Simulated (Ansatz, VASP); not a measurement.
## One calculation of LiCl, two programs

The input INCAR:

```
SYSTEM = LiCl
  PREC = Accurate
  ENCUT = 520
  EDIFF = 1E-6
  ISMEAR = 0
  SIGMA = 0.05
  LREAL = .False.
  LASPH = .True.
  NELM = 60
  ALGO = Normal
  ISIF = 2
  LWAVE = .False.
  LCHARG = .False.
  GGA = PE
  NBANDS = 12
```

KPOINTS

```
regular mesh
0
Gamma
  8 8 8
  0 0 0
```

POSCAR

```
LiCl
1.0
    0.0000000000      2.5262886000      2.6032314000
    2.5262886000      0.0000000000      2.6032314000
    2.5262886000      2.5262886000      0.0000000000
Li Cl
1 1
Direct
    0.0000000000      0.0000000000      0.0000000000
    0.5000000000      0.5000000000      0.5000000000
```

Input for Ansatz:

```yaml
crystal:
  lattice:
    - [0.0, 2.5262886, 2.6032314]
    - [2.5262886, 0.0, 2.6032314]
    - [2.5262886, 2.5262886, 0.0]
  atoms:
    - { symbol: Li, position: [0.0, 0.0, 0.0] }
    - { symbol: Cl, position: [0.5, 0.5, 0.5] }
basis:
  ecutwfc: 420
kpoints:
  mp_grid: { grid: [8, 8, 8] }
hamiltonian:
  xc: pbe
scf:
  occupations: { method: gaussian, width: 0.05 }
output:
  forces: true
  stress: true
  eigenvalues: true
```

Change from the starting cell: strain -0.015 along x and y, +0.015 along z, atoms carried along.

Alike in both runs: task single point; functional PBE; k mesh 8 × 8 × 8; occupations gaussian, width 0.05 eV; no spin polarisation.

|  | VASP | Ansatz |
| --- | --- | --- |
| version | VASP 6.6.1 | Ansatz 0.2.0 |
| potentials or method | VASP PAW PBE potentials, release 64 (Li_sv, Cl) | scalar-relativistic, plane waves, PAW |
| plane-wave cutoff (eV) | 520 | 420 |
| valence electrons in the cell | 10 | 10 |

Ansatz gave:

| Quantity | Value |
| --- | --- |
| gap on the k mesh at the Fermi level (eV) | 6.37 |
| least direct gap on the mesh (eV) | 6.37 |

Problem. Which values does VASP return?

Solution. gap on the k mesh at the Fermi level (eV): 6.38; least direct gap on the mesh (eV): 6.38.

The functional is the same, so the differences come from potentials, cutoffs and numerics.

 A k mesh can miss the band edges.
